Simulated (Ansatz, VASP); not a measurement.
**One calculation of Te, two programs**

```
CELL_PARAMETERS angstrom
4.45400 0.00000 0.00000
-2.22700 3.85728 0.00000
0.00000 0.00000 5.92400
ATOMIC_POSITIONS crystal
Te 0.73100 0.73100 0.00000
Te 0.00000 0.26900 0.66667
Te 0.26900 0.00000 0.33333
```

Alike in both runs: functional PBEsol; k mesh 7 × 7 × 5; occupations fermi-dirac, width 0.05 eV; no spin polarisation.

|  | VASP | Ansatz |
| --- | --- | --- |
| version | VASP 6.6.1 | Ansatz 0.2.0 |
| potentials or method | VASP PAW PBE potentials, release 64 (Te), cutoff 520 eV | all-electron LAPW, scalar-relativistic |
| task | single point | band structure |

|  | VASP | Ansatz | Ansatz less VASP |
| --- | --- | --- | --- |
| gap on the k mesh at the Fermi level (eV) | 0.59 | 0.60 | +0.008 |
| least direct gap on the mesh (eV) | 0.76 | 0.77 | +0.014 |
| pressure (GPa) | -0.9 | -0.9 | -0.06 |
| largest component of the traceless stress (GPa) | 0.20 | 0.15 | -0.043 |
| rms of the force components (eV/Å) | 0.073 | 0.057 | -0.0154 |

Atom by atom the forces differ by 0.015 eV/Å (rms over components). Ansatz ran all-electron here, so the differences hold the error of VASP's frozen core and of both bases.

Caveats: spin-orbit coupling is left out, which moves the levels of the heavy elements; the PAW data sets were made with another functional, which shifts forces and pressure a little (VASP); an odd mesh through Γ misses points on the zone boundary, where band edges often lie (VASP).
